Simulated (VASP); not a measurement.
Os: density of states with r2SCAN

Crystal: Os.

```
CELL_PARAMETERS angstrom
3.89000 0.00000 0.00000
0.00000 3.89000 0.00000
0.00000 0.00000 3.89000
ATOMIC_POSITIONS crystal
Os 0.00000 0.00000 0.00000
Os 0.00000 0.50000 0.50000
Os 0.50000 0.00000 0.50000
Os 0.50000 0.50000 0.00000
```

This isn't the form of Os at room conditions, which is hcp.

- Program: VASP 6.6.1
- Task: density of states
- Functional: r2SCAN
- Potentials or basis: VASP PAW PBE potentials, release 64 (Os)
- Cutoff: 520 eV
- k mesh: 7 × 7 × 7
- Occupations: tetrahedron
- Spin: no spin polarisation
- Further INCAR settings: ALGO = Normal; EDIFF = 1e-07; NBANDS = 24

| Quantity | Value |
| --- | --- |
| Pressure | -16.4 GPa |
| Band gap on the k mesh | none (metal or under the smearing width) |
| Valence electrons inside the program's atomic spheres | Os 7.32 |

Levels at points of the mesh, in eV from the Fermi level:
```
           k point  band 14  band 15  band 16  band 17  band 18  band 19
(0.00, 0.00, 0.00)     2.28     2.28     2.31     2.31     2.31     3.02
```

States per cell in windows of 0.5 eV (zero at the Fermi level; states under -8 eV left out):
```
from (eV)  total  Os1_d  Os2_d  Os3_d  Os4_d  Os1_p  Os2_p
     -8.0   0.54   0.03   0.03   0.03   0.03   0.02   0.02
     -7.5   0.96   0.12   0.12   0.12   0.12   0.02   0.02
     -7.0   1.85   0.27   0.27   0.27   0.27   0.03   0.03
     -6.5   2.20   0.39   0.39   0.39   0.39   0.03   0.03
     -6.0   2.32   0.44   0.44   0.44   0.44   0.04   0.04
     -5.5   1.45   0.29   0.29   0.29   0.29   0.03   0.03
     -5.0   1.90   0.38   0.38   0.38   0.38   0.05   0.05
     -4.5   1.91   0.39   0.39   0.39   0.39   0.04   0.04
     -4.0   2.29   0.46   0.46   0.46   0.46   0.06   0.06
     -3.5   2.63   0.51   0.51   0.51   0.51   0.08   0.08
     -3.0   3.11   0.64   0.64   0.64   0.64   0.08   0.08
     -2.5   2.17   0.44   0.44   0.44   0.44   0.06   0.06
     -2.0   2.20   0.43   0.43   0.43   0.43   0.07   0.07
     -1.5   1.91   0.40   0.40   0.40   0.40   0.04   0.04
     -1.0   1.82   0.39   0.39   0.39   0.39   0.03   0.03
     -0.5   1.81   0.39   0.39   0.39   0.39   0.03   0.03
      0.0   1.66   0.37   0.37   0.37   0.37   0.02   0.02
      0.5   1.48   0.33   0.33   0.33   0.33   0.02   0.02
      1.0   1.68   0.39   0.39   0.39   0.39   0.01   0.01
      1.5   2.27   0.54   0.54   0.54   0.54   0.01   0.01
      2.0   2.41   0.57   0.57   0.57   0.57   0.01   0.01
      2.5   1.21   0.27   0.27   0.27   0.27   0.01   0.01
      3.0   0.68   0.13   0.13   0.13   0.13   0.02   0.02
      3.5   0.59   0.11   0.11   0.11   0.11   0.02   0.02
      4.0   0.49   0.08   0.08   0.08   0.08   0.02   0.02
      4.5   0.46   0.07   0.07   0.07   0.07   0.03   0.03
      5.0   0.60   0.08   0.08   0.08   0.08   0.04   0.04
      5.5   0.63   0.08   0.08   0.08   0.08   0.04   0.04
      6.0   0.52   0.06   0.06   0.06   0.06   0.03   0.03
      6.5   0.50   0.05   0.05   0.05   0.05   0.03   0.03
      7.0   0.44   0.04   0.04   0.04   0.04   0.03   0.03
      7.5   0.28   0.02   0.02   0.02   0.02   0.02   0.02
```

It took 53 s on 1 thread of Intel(R) Xeon(R) 6975P-C (Granite Rapids), on a shared host, peak memory 0.18 GiB.

Caveat: so large a pressure means that the cell lies far from this level's equilibrium, or that cutoff or potentials fall short; the potentials were made for another functional, which shifts forces and pressure; tetrahedron occupations give inexact forces and stress in metals. The run has no spin-orbit coupling, so splittings on Os are missing.
